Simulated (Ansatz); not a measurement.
# What a trial cell of Si relaxes into

Theory: DFT PBE, scalar-relativistic, plane waves, PAW in Ansatz. Cutoff 420 eV, Γ-centred k mesh, Gaussian smearing, no spin polarisation in the final step.

The start is a random cell of Si with space group Imm2 (No. 44), drawn with lower limits on the distances.

```
CELL_PARAMETERS angstrom
-2.10315 2.56356 3.09578
2.10315 -2.56356 3.09578
2.10315 2.56356 -3.09578
ATOMIC_POSITIONS crystal
Si 0.87009 0.20342 0.66667
Si 0.53675 0.20342 0.33333
Si 0.00000 0.50000 0.50000
```

Cell and atoms relax at zero pressure; the relaxation can't lower the symmetry of the start. After a coarse first stage the cell is made exact in the group found at 0.06 Å.

Energies count from the standard state of Si at the same level.

(1) Describe the relaxed structure.

(2) What are its volume, energy, density and gap?

## Answers

(1) It ends in I4/mmm (No. 139). Conventional cell: a = 3.601 Å, c = 7.545 Å. Si on Wyckoff site d (2 atoms of the primitive cell) has 8 Si at 2.55–2.61 Å; Si on Wyckoff site b (1 atom of the primitive cell) has 8 Si at 2.61 Å.

```xyz
3
Lattice="-1.8005 1.8005 3.7723 1.8005 -1.8005 3.7723 1.8005 1.8005 -3.7723" Properties=species:S:1:pos:R:3 pbc="T T T"
Si    1.8005    0.0000    1.8861
Si    0.0000    1.8005    1.8861
Si    0.0000    0.0000    3.7723
```

(2) The volume per atom is 16.31 Å³, the density is 2.86 g/cm³ and the energy over the standard structure is 0.44 eV/atom. The gap on the 16×16×16 mesh is 0 eV (a metal).

The final run used a 16×16×16 mesh on its 3-atom cell and 0.10 eV smearing. The k mesh leaves about 4 meV/atom of noise in metals. A structure relaxed within its symmetry needn't be a true minimum.